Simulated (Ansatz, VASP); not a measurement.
**Mg2H3: VASP beside Ansatz**

```
Mg H
1.0
     2.56962   -4.83454    0.00000
     2.56962    4.83454    0.00000
     0.00000    0.00000    2.95612
Mg H
2 3
Direct
  0.83731 0.16269 0.50000
  0.16269 0.83731 0.50000
  0.00000 0.00000 0.00000
  0.50000 0.50000 0.12910
  0.50000 0.50000 0.87090
```

Alike in both runs: task relaxation of cell and atoms; functional PBE; k mesh 4 × 4 × 6; occupations gaussian, width 0.1 eV; no spin polarisation.

```csv
,VASP,Ansatz
version,VASP 6.6.1,Ansatz 0.2.0
potentials or method,"VASP PAW PBE potentials, release 64 (Mg, H)","scalar-relativistic, plane waves, PAW"
plane-wave cutoff (eV),600,420
valence electrons in the cell,7,23
```

|  | VASP | Ansatz | Ansatz less VASP |
| --- | --- | --- | --- |
| gap on the k mesh at the Fermi level, each at its own relaxed structure (eV) | none | none | - |
| relaxed volume (Å³/atom) | 14.80 | 14.83 | +0.031 |
| relaxed cell length with the largest relative difference (Å) | 2.950 | 2.946 | -0.0038 |

A gap of «none» marks a metal or a gap that the smearing closes. The two sets of potentials don't hold the same shells in valence.
